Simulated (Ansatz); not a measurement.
FeGe2 under changes of volume

One of the cells (14.315 Å³/atom); the others are scaled copies at fixed shape and fractional positions:

```
Ge Fe
1.0
    -2.95956    2.95956    2.45140
     2.95956   -2.95956    2.45140
     2.95956    2.95956   -2.45140
Ge Fe
4 2
Direct
  0.84511 0.34511 0.19021
  0.65489 0.84511 0.50000
  0.34511 0.15489 0.50000
  0.15489 0.65489 0.80979
  0.25000 0.25000 0.00000
  0.75000 0.75000 0.00000
```

The cell is a database's computed one.

| Property | Result |
| --- | --- |
| Program | Ansatz 0.2.0 |
| Functional | PBEsol |
| Potentials or basis | all-electron LAPW, scalar-relativistic |
| Cutoff | 317 eV (chosen from the basis error) |
| Basis error allowed | 0.001 eV/atom |
| k mesh | 7 × 7 × 7 |
| Occupations | fermi-dirac, width 0.05 eV |
| Spin | collinear spin, ferromagnetic start |
| Starting moments | [0.0, 0.0, 0.0, 0.0, 3.0, 3.0] μB |

```csv
volume (Å³/atom),energy over the lowest point (meV/atom),pressure (GPa),moment (μB per cell),largest force (eV/Å)
13.456,?,?,?,?
13.742,0.00,0.0,2.22,0.158
14.028,2.73,-2.9,2.30,0.155
14.315,10.25,-5.4,2.40,0.152
14.601,21.89,-7.5,2.50,0.149
14.887,37.05,-9.4,2.62,0.144
15.173,55.29,-11.0,2.72,0.139
```

Question: What does the run at 13.456 Å³/atom give?

Answer: Energy over the lowest point 2.79 meV/atom; pressure 3.2 GPa; moment 2.15 μB per cell; largest force 0.161 eV/Å.

Worked out: A Birch-Murnaghan fit of order 3 (a polynomial in V^(-2/3)) to the other rows has its minimum at 13.74 Å³/atom, just outside them, with B0 = V·E''(V) = 148 GPa and B' = 5.9 at fixed shape and positions, which overstates the stiffness. It gives 2.77 meV/atom at 13.456 Å³/atom, against the run's 2.79, and -dE/dV = 3.2 GPa, against 3.2. A parabola through the other rows of the moment, of slope 0.276 μB per Å³/atom there, extrapolates to 2.13 μB, against the run's 2.15.

Energies are extrapolated to zero smearing.
